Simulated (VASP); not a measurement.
Input of a VASP 6.6.1 run:

POSCAR

```
SnSe                                    
1.0
    0.0000000000      2.9758393136      2.9758393136
    2.9758393136      0.0000000000      2.9758393136
    2.9758393136      2.9758393136      0.0000000000
  Sn              Se            
     1     1
Direct
     0.0000000000000000    0.0000000000000000    0.0000000000000000
     0.5000000000000000    0.5000000000000000    0.5000000000000000
```

The input INCAR.step1:

```
PREC = Accurate ; ENCUT = 520
EDIFF = 1E-5 ; ISMEAR = 0
SIGMA = 0.03 ; LREAL = False
LASPH = True ; NELM = 80
ALGO = Normal ; ISIF = 2
LWAVE = True ; LCHARG = False
NBANDS = 17 ; KPAR = 2
GGA = PE
```

Contents of INCAR.step2:

```
PREC = Accurate ; ENCUT = 520
EDIFF = 1E-6 ; ISMEAR = 0
SIGMA = 0.03 ; LREAL = False
LASPH = True ; NELM = 80
ALGO = Normal ; ISIF = 2
LWAVE = False ; LCHARG = False
GGA = PE ; LHFCALC = True
AEXX = 0.25 ; PRECFOCK = Fast
HFRCUT = -1 ; NBANDS = 17
KPAR = 2 ; ISTART = 1
```

Contents of KPOINTS:

```
regular mesh
0
Gamma
  6 6 6
```

The input KPOINTS_OPT:

```
explicit points
9
Reciprocal
 0.0000000000  0.0000000000  0.0000000000 1
 0.3750000000  0.3750000000  0.7500000000 1
 0.5000000000  0.5000000000  0.5000000000 1
 0.6250000000  0.2500000000  0.6250000000 1
 0.5000000000  0.2500000000  0.7500000000 1
 0.5000000000  0.0000000000  0.5000000000 1
 0.4000000000  0.0000000000  0.4000000000 1
 0.4250000000  0.0000000000  0.4250000000 1
 0.4500000000  0.0000000000  0.4500000000 1
```

Potentials or basis: VASP PAW PBE potentials, release 64 (Sn_d, Se).

The run is started by

```sh
$ cat potpaw_PBE.64/Sn_d/POTCAR potpaw_PBE.64/Se/POTCAR > POTCAR
$ cp INCAR.step1 INCAR
$ mpirun -np 2 vasp_std > vasp.out
$ cp INCAR.step2 INCAR
$ mpirun -np 2 vasp_std > vasp.out
```

(1) What does it give for the pressure?

(2) What does it give for the band gap on the k mesh?

(3) What does it give for the band gap along the path?

## Answers

(1) 1.3 GPa.

(2) 0.84 eV, direct.

(3) 0.84 eV, direct.

Caveat: the PAW data sets were made with another functional, which shifts forces and pressure a little; spin-orbit coupling is left out, which moves the levels of the heavy elements.
